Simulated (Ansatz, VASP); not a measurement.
Al2Cu: VASP beside Ansatz

File INCAR:

```
SYSTEM = Al2Cu
PREC = Accurate
ENCUT = 520
EDIFF = 1E-6
ISMEAR = 0
SIGMA = 0.1
LREAL = .False.
LASPH = .True.
NELM = 100
ALGO = Fast
ISIF = 2
LWAVE = .False.
LCHARG = .False.
GGA = PE
NBANDS = 26
```

File KPOINTS:

```
Automatic mesh
0
Gamma
  6 6 6
  0 0 0
```

POSCAR

```
Al2Cu
1.0
   -2.9988978291      2.9988978291      2.3927372905
    2.9988978291     -2.9988978291      2.3927372905
    2.9988978291      2.9988978291     -2.3927372905
Al Cu
4 2
Direct
    0.8413930800      0.6586069200      0.5000000000
    0.6586069200      0.1586069200      0.8172138300
    0.3413930800      0.8413930800      0.1827861700
    0.1586069200      0.3413930800      0.5000000000
    0.2500000000      0.2500000000      0.0000000000
    0.7500000000      0.7500000000      0.0000000000
```

Input for Ansatz:

```yaml
crystal:
  lattice:
    - [-2.9988978291, 2.9988978291, 2.3927372905]
    - [2.9988978291, -2.9988978291, 2.3927372905]
    - [2.9988978291, 2.9988978291, -2.3927372905]
  atoms:
    - { symbol: Al, position: [0.84139308, 0.65860692, 0.5] }
    - { symbol: Al, position: [0.65860692, 0.15860692, 0.81721383] }
    - { symbol: Al, position: [0.34139308, 0.84139308, 0.18278617] }
    - { symbol: Al, position: [0.15860692, 0.34139308, 0.5] }
    - { symbol: Cu, position: [0.25, 0.25, 0.0] }
    - { symbol: Cu, position: [0.75, 0.75, 0.0] }
basis:
  ecutwfc: 420
kpoints:
  mp_grid: { grid: [6, 6, 6] }
hamiltonian:
  xc: pbe
scf:
  occupations: { method: gaussian, width: 0.1 }
output:
  forces: true
  stress: true
  eigenvalues: true
```

The cell is a database's computed one.

Alike in both runs: task single point; functional PBE; k mesh 6 × 6 × 6; occupations gaussian, width 0.1 eV; no spin polarisation.

|  | VASP | Ansatz |
| --- | --- | --- |
| version | VASP 6.6.1 | Ansatz 0.2.0 |
| potentials or method | VASP PAW PBE potentials, release 64 (Al, Cu) | scalar-relativistic, plane waves, PAW |
| plane-wave cutoff (eV) | 520 | 420 |
| valence electrons in the cell | 34 | 50 |

Ansatz gave:

- gap on the k mesh at the Fermi level (eV): none
- pressure (GPa): 4.3
- largest component of the traceless stress (GPa): 2.63
- rms of the force components (eV/Å): 0.024

Question: What did VASP give for the same quantities?

Answer: gap on the k mesh at the Fermi level (eV): none; pressure (GPa): 4.6; largest component of the traceless stress (GPa): 2.54; rms of the force components (eV/Å): 0.025.

Atom by atom the forces differ by 0.001 eV/Å (rms over components). A gap of «none» marks a metal or a gap that the smearing closes. The functional is the same, so the differences come from potentials, cutoffs and numerics. The two sets of potentials don't hold the same shells in valence.
